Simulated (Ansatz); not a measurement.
## C: zone-centre modes at 3 GPa

The calculation used DFT PBE+D3(BJ), scalar-relativistic, plane waves, PAW in Ansatz 0.2.0. Plane waves to 420 eV; Γ-centred k mesh 18×18×12; Fermi-Dirac smearing of 0.15 eV. No spin polarisation. Phonons by linear response, acoustic sum rule imposed.

The cell, relaxed at 3 GPa:
```yaml
crystal:
  lattice:
    - [2.45851, 0.00000, 0.00000]
    - [-1.22926, 2.12914, 0.00000]
    - [0.00000, 0.00000, 3.34018]
  atoms:
    - { symbol: C, position: [0.33333, 0.66667, 0.00000] }
    - { symbol: C, position: [0.66667, 0.33333, 0.00000] }
```

In a metal, frequencies and elastic constants depend on the k mesh and the smearing, soft modes and shear constants most.

Optical modes at Γ; i marks an imaginary frequency:
```csv
frequency (cm⁻¹),degeneracy
872,1
1573,2
```

All 3 optical modes at Γ are real: no displacement of atoms at fixed cell lowers the energy to second order. Strains and modes at other wave vectors aren't tested by this run.

This form isn't the element's structure at ambient conditions.

Cost: 1 run of about 0.17 core-minutes, on Intel Xeon 6975P-C (Granite Rapids) (shared hosts).